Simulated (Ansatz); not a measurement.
ZrO2, space group P4_2/nmc, a Berry-phase polarisation

With the Python package of Ansatz (0.2.0).

Notebook, run cell by cell (the value of a cell's last expression is shown):

```python
import warnings

import ansatz
import numpy as np

CUTOFF_EV = 420
KGRID = (6, 6, 4)
SMEARING = "fixed"
```

```python
warnings.simplefilter("ignore", ansatz.DeckWarning)
```

```python
vectors = np.array([
    [3.5961, 0.0, 0.0],
    [0.0, 3.5961, 0.0],
    [0.0, 0.0, 5.177],
])
structure = (
    ansatz.Lattice.of(vectors)
    .atom("Zr", (0.0, 0.0, 0.0))
    .atom("Zr", (0.5, 0.5, 0.5))
    .atom("O", (0.0, 0.5, 0.203))
    .atom("O", (0.0, 0.5, 0.703))
    .atom("O", (0.5, 0.0, 0.297))
    .atom("O", (0.5, 0.0, 0.797))
)
```

```python
structure.resolved().tree()["lattice"]
```

    ((3.5961, 0.0, 0.0), (0.0, 3.5961, 0.0), (0.0, 0.0, 5.177))

```python
def solve(structure):
    return (
        structure.calculation()
        .basis(CUTOFF_EV)
        .pseudopotentials("paw")
        .functional(ansatz.Functional.PBE)
        .kpoints(*KGRID)  # the mesh must be finer for metals
        .occupations(SMEARING)
        .polarization()
        .run()
        .polarization()
    )
```

```python
vectors = np.array(structure.lattice.vectors)
shifted = structure.move(4, to=np.array(structure.sites[4].position) + 0.01 * np.linalg.inv(vectors)[1])
before, after = solve(structure), solve(shifted)
for label, p in (("as typed", before), ("shifted", after)):
    print(label, "reduced polarisation:", [round(axis.reduced, 4) for axis in p.axes], "modulo", p.modulus)
# take the change on the nearest branch, then turn it into a dipole per cell
change = np.array([b.reduced - a.reduced for a, b in zip(before.axes, after.axes)])
change -= before.modulus * np.round(change / before.modulus)
dipole = change @ vectors
print("dipole change (e A):", np.round(dipole, 4) + 0.0)
print("column of the Born charge of", structure.sites[4].symbol, "for a shift along y:", np.round(dipole / 0.01, 2) + 0.0)
```

    as typed reduced polarisation: [12.0, 12.0, 18.0] modulo 2
    shifted reduced polarisation: [12.0, 11.9899, 18.0] modulo 2
    dipole change (e A): [ 0.     -0.0363 -0.0002]
    column of the Born charge of O for a shift along y: [ 0.   -3.63 -0.02]

Notes:
- Spin is left out of this run.
- This is a high-temperature or high-pressure form, not the ambient phase.
- The starting cell is as deposited in a crystallographic database; the results hold for this polymorph, which needn't be the stable one.
- Polarisation is defined up to a quantum, so only the change along a continuous path has meaning.
- The whole script took 55 s on 1 thread of Arm Neoverse N1, on a shared host, peak memory 0.45 GiB.
